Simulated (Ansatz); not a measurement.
Crystal: Pb.

```xyz
2
Lattice="3.4800 0.0000 0.0000 -1.7400 3.0138 0.0000 0.0000 0.0000 5.5900" Properties=species:S:1:pos:R:3 pbc="T T T"
Pb    1.7400    1.0046    4.1925
Pb    0.0000    2.0092    1.3975
```

This isn't the form of Pb at room conditions, which is fcc.

| Property | Result |
| --- | --- |
| Program | Ansatz 0.2.0 |
| Task | relaxation of cell and atoms |
| Functional | PBEsol |
| Potentials or basis | all-electron LAPW, scalar-relativistic |
| Basis error allowed | 0.001 eV/atom |
| k mesh | 9 × 9 × 5 |
| Occupations | fermi-dirac, width 0.05 eV |
| Spin | no spin polarisation |

At the start: volume 29.31 Å³/atom.

Q: How do energy, volume and symmetry change on relaxing?

A: Over 5 steps the energy falls by 15.4 meV/atom and the volume is 29.81 Å³/atom (+1.7 %); space group P6_3/mmc (No. 194, to 0.05 Å).

The path:
| step | energy change (eV) | largest force (eV/Å) | volume (Å³) |
| --- | --- | --- | --- |
| 1 | 0.0000 | 0.0000 | 58.63 |
| 2 | -0.0285 | 0.0000 | 60.14 |
| 3 | -0.0308 | 0.0000 | 59.52 |
| 4 | -0.0308 | 0.0000 | 59.63 |
| 5 | -0.0308 | 0.0000 | 59.63 |

Final structure:
```yaml
crystal:
  lattice:
    - [3.43160, 0.00000, 0.00000]
    - [-1.71580, 2.97186, 0.00000]
    - [0.00000, 0.00000, 5.84667]
  atoms:
    - { symbol: Pb, position: [0.66667, 0.33333, 0.75000] }
    - { symbol: Pb, position: [0.33333, 0.66667, 0.25000] }
```
